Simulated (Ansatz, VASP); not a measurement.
This is a calculation of MnO for VASP 6.6.1.

The input INCAR:

```
  PREC = Accurate
  ENCUT = 520
  EDIFF = 1E-6
  ISMEAR = -1
  SIGMA = 0.05
  LREAL = False
  LASPH = True
  NELM = 150
  ALGO = Normal
  ISIF = 2
  LWAVE = False
  LCHARG = False
  ISPIN = 2
  MAGMOM = 4 0
  LORBIT = 11
  LMAXMIX = 4
  GGA = PS
  NBANDS = 20
```

File KPOINTS:

```
regular mesh
0
Gamma
  10 10 10
```

Contents of POSCAR:

```
MnO
1.0
    0.0000000000      2.2386359976      2.2386359976
    2.2386359976      0.0000000000      2.2386359976
    2.2386359976      2.2386359976      0.0000000000
Mn O
1 1
Direct
    0.0000000000      0.0000000000      0.0000000000
    0.5000000000      0.5000000000      0.5000000000
```

Potentials or basis: VASP PAW PBE potentials, release 64 (Mn_pv, O).

The run is started by

```console
$ cat potpaw_PBE.64/Mn_pv/POTCAR potpaw_PBE.64/O/POTCAR > POTCAR
$ mpirun -np 1 vasp_std > vasp.out
```

**Question.** Set up the same calculation for Ansatz 0.2.0. Potentials there: all-electron LAPW, scalar-relativistic.

**Answer.** As run (the cutoff follows the program's own potentials):

The input input.yaml:

```yaml
crystal:
  lattice:
    - [0.0, 2.2386359976, 2.2386359976]
    - [2.2386359976, 0.0, 2.2386359976]
    - [2.2386359976, 2.2386359976, 0.0]
  atoms:
    - { symbol: Mn, position: [0.0, 0.0, 0.0], spin: 4.0 }
    - { symbol: O, position: [0.5, 0.5, 0.5] }
kpoints:
  mp_grid: { grid: [10, 10, 10] }
scf:
  occupations: { method: fermi_dirac, width: 0.05 }
hamiltonian:
  xc: pbesol
  pseudopotentials: { kind: all_electron, lapw: { basis_error: 0.0005 } }
magnetization:
  spin_polarized: true
output:
  forces: true
  stress: true
  eigenvalues: true
```

Potentials or basis: all-electron LAPW, scalar-relativistic.

Launch:

```bash
$ ansatz run input.yaml --threads 2 --pin off --max-ram 6144MiB --backend cpu --events-out ev --progress --plain --runs-dir out
```

Both were run:

|  | VASP | Ansatz | Ansatz less VASP |
| --- | --- | --- | --- |
| gap on the k mesh at the Fermi level (eV) | none | none | - |
| pressure (GPa) | -9.1 | -9.2 | -0.17 |
| net moment per atom (μB) | 2.40 | 2.40 | 0.000 |
| size of the moment on the site where the two differ most (μB) | 0.20 | 0.23 | +0.032 |

Site moments also hang on the region over which each program counts them. A gap of «none» marks a metal or a gap that the smearing closes. Ansatz ran all-electron here, so the differences hold the error of VASP's frozen core and of both bases.

Caveats: a cell with one magnetic atom can't hold antiferromagnetic order, which such compounds often take; semilocal functionals often make such compounds metallic where correlation or magnetic order opens a gap, which also shifts bond lengths; the PAW data sets were made with another functional, which shifts forces and pressure a little (VASP).
